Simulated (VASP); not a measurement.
## Se: relaxation of cell and atoms with r2SCAN+rVV10

Se:

```
CELL_PARAMETERS angstrom
2.81056 0.00000 0.00000
0.00000 2.81056 0.00000
0.00000 0.00000 2.81056
ATOMIC_POSITIONS crystal
Se 0.00000 0.00000 0.00000
```

This isn't the form of Se at room conditions, which is trigonal, of chains.

| Quantity | Value |
| --- | --- |
| Program | VASP 6.6.1 |
| Task | relaxation of cell and atoms |
| Functional | r2SCAN |
| Dispersion | rVV10 |
| Potentials or basis | VASP PAW PBE potentials, release 64 (Se) |
| Cutoff | 600 eV |
| k mesh | 9 × 9 × 9 |
| Occupations | gaussian, width 0.05 eV |
| Spin | no spin polarisation |
| Further INCAR settings | ALGO = Normal; EDIFF = 1e-07; IBRION = 2; EDIFFG = -0.005; NSW = 60; ISIF = 3 |

The relaxed volume is 22.23 Å³/atom and the relaxed cell is a = 2.812 Å, b = 2.812 Å, c = 2.812 Å, α = 90.00°, β = 90.00°, γ = 90.00°. The space group after relaxing (to 0.05 Å) is Pm-3m (No. 221), the energy gained by relaxing is 0.0 meV/atom and the ionic steps are 2. The pressure after relaxing is 0.0 GPa and the band gap on the k mesh is none (metal or under the smearing width).

Final structure:
```cif
data_structure
_symmetry_space_group_name_H-M 'P 1'
_symmetry_Int_Tables_number 1
_cell_length_a 2.8118
_cell_length_b 2.8118
_cell_length_c 2.8118
_cell_angle_alpha 90.000
_cell_angle_beta 90.000
_cell_angle_gamma 90.000
_cell_volume 22.23
loop_
_atom_site_label
_atom_site_type_symbol
_atom_site_fract_x
_atom_site_fract_y
_atom_site_fract_z
_atom_site_occupancy
Se1 Se 0.00000 0.00000 0.00000 1
```

Levels at points of the mesh, in eV from the Fermi level:
```
           k point  band 1  band 2  band 3  band 4  band 5  band 6  band 7
(0.00, 0.00, 0.00)  -16.89    1.50    1.50    1.50    8.18    8.18    8.73
```

Wall time 98 s on 1 thread of Intel(R) Xeon(R) Platinum 8488C (Sapphire Rapids), on a shared host, peak memory 0.21 GiB.

Caveat: the PAW data sets were made with another functional, which shifts forces and pressure a little.
